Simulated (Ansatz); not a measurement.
## Ge, space group Fm-3m: a comparison of functionals at one structure

Computed with the Python package of Ansatz (0.2.0).

Script `run_xc.py`:
```python
import csv

import ansatz as az

lattice = az.Lattice.of(
    [0.0, 2.098361, 2.098361],
    [2.098361, 0.0, 2.098361],
    [2.098361, 2.098361, 0.0],
)
sites = [
    ("Ge", [0.0, 0.0, 0.0]),
]
structure = az.Crystal(lattice=lattice)
for symbol, position in sites:
    structure = structure.atom(symbol, position)

calc = (
    structure.calculation()
    .basis(450)
    .kpoints(10)
    .occupations("fermi_dirac", width=0.1)
    .band_table()
)

rows = []
for value in ["lda", "pbe", "revpbe", "rpbe", "r2scan"]:
    summary = calc.functional(value).run().report
    rows.append((value, summary["free_energy_ev"] / len(summary["lattice"]["sites"]), summary["n_iterations"], summary["gap_by_band_count_ev"], summary["n_kpoints"]))

with open("xc.csv", "w", newline="") as handle:
    writer = csv.writer(handle)
    writer.writerow(["functional", "F/atom (eV)", "iterations", "gap by band count (eV)", "k-points"])
    writer.writerows([round(v, 5) if isinstance(v, float) else v for v in row] for row in rows)
print(open("xc.csv").read())
```

Running `python run_xc.py` prints:
```text
DeckWarning: basis.ecutwfc = 450 eV is below the records' recommended 500 eV, and the density's cutoff is lower with it unless basis.ecutrho_ratio is high enough to keep the records' density cutoff: compare with a run at a higher cutoff
functional,F/atom (eV),iterations,gap by band count (eV),k-points
lda,-4215.41467,6,-11.37794,47
pbe,-4294.6498,6,-11.53915,47
revpbe,-4298.70705,6,-11.58783,47
rpbe,-4300.34263,6,-11.60554,47
r2scan,-4302.32744,6,-12.16323,47
```
(Warnings from the package without file and line.)

What to keep in mind:
- The cutoff lies under the one recommended for these potentials in some of the runs.
- For a metal this k-point mesh is coarse: on a finer one energies can move by several to tens of meV an atom and pressures by half a GPa or more, differences at one mesh by less.
- A gap by band count of zero or less means overlapping bands, a metal.
- This isn't the structure that Ge takes at ambient conditions.
- Gaps and levels are Kohn-Sham values on a finite set of k-points, without spin-orbit coupling.
- Total energies of different functionals can't be compared; pressures, moments and gaps at this one structure can.

(Lines on the test bed's own set-up are left out of the output.)
